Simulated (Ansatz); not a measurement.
We consider spinel MgAl2O4, described by r²SCAN-D4 (PAW; Ansatz, a quantum-chemistry and plane-wave program).

Run with plane-wave cutoff 500 eV, 8×8×8 k mesh, gaussian smearing 0.02 eV, scalar-relativistic PAW data made under PBE.

Cell (relaxed at this level):

Al$_{2}$MgO$_{4}$ has the cubic space group Fd-3m, origin choice 1 (No. 227), the spinel structure, Pearson symbol cF56. Lattice parameters: a = 8.0638 Å, b = 8.0638 Å, c = 8.0638 Å, α = 90.00°, β = 90.00°, γ = 90.00°. Mg on 8b is surrounded by 4 O at 1.934 Å (tetrahedral). Al on 16c sees 6 O at 1.913 Å (octahedral). O on 32e is coordinated by 3 Al at 1.913 Å and 1 Mg at 1.934 Å (tetrahedral). (Neighbours: up to the widest gap in distance over summed covalent radii, below 1.35, at either atom; cation-cation and far metal-metal contacts left out.)
(The calculation used a cell of 14 atoms; values per cell refer to that cell.)

Task: What does this level give for the band gap?

Result: 
- band gap = 6.27 eV (on the SCF k mesh)

Measured, for comparison: band gap 7.8 eV (temperature not stated, not corrected to a static lattice; as tabulated in Neo et al. (2023), doi:10.1002/gch2.202200236). Computed (rounded) less measured: band gap -1.53 eV.

Note: a distance lies near a switch of the dispersion term, which can move the cell.

The computed numbers hold no vibrational or temperature effects.

The result took around 2.7 core-minutes (rough).
